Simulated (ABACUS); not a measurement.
# GaP: equation of state with revPBE

**Experimental background.**

“Phosphorous dimerization in GaP at high pressure”, 2017, arxiv:1709.06667 reports, for a bulk crystal of GaP: bulk modulus 87.5 ± 0.6 GPa.

GaP:

```
Ga P
1.0
     0.00000    2.72525    2.72525
     2.72525    0.00000    2.72525
     2.72525    2.72525    0.00000
Ga P
1 1
Direct
  0.00000 0.00000 0.00000
  0.75000 0.75000 0.75000
```

| Property | Result |
| --- | --- |
| Program | ABACUS 3.10.1 |
| Task | equation of state |
| Functional | revPBE |
| Potentials or basis | PseudoDojo NC SR 0.5 PBE standard |
| Cutoff | 1102 eV |
| Density cutoff | 4408 eV |
| Basis | plane waves |
| k mesh | 6 × 6 × 6 |
| Occupations | fermi-dirac, width 0.05 eV |
| Spin | no spin polarisation |
| Radial cutoff of the potentials (pseudo_rcut) | 10 bohr |
| SCF threshold on the density | 1e-08 |
| Max SCF steps | 100 |
| Eigensolver | dav |
| Mixing | broyden |
| Mixing share | 0.7 |
| Symmetry key | 1 |
| Bands | 13 |

The equilibrium volume is 21.31 Å³/atom. The bulk modulus is 73 GPa and the pressure derivative of the bulk modulus is 4.4.

Energy against volume, from the lowest point:
| volume (Å³/atom) | energy (meV/atom) |
| --- | --- |
| 19.026 | 68.16 |
| 19.431 | 44.31 |
| 19.836 | 26.15 |
| 20.240 | 13.13 |
| 20.645 | 4.73 |
| 21.050 | 0.49 |
| 21.455 | 0.00 |

All runs of the series together: 27 s on 4 threads of Intel(R) Xeon(R) Platinum 8488C (Sapphire Rapids) (shared host).

A measured bulk modulus of GaP is 87.5 GPa (“Phosphorous dimerization in GaP at high pressure”, 2017, arxiv:1709.06667); the calculated 73 GPa misses it by -16.4 %. The fit is for a static lattice scaled at fixed shape and fixed fractional positions.

Caveat: the potentials were made for another functional, which shifts forces and pressure. revPBE gives volumes clearly too large for solids.
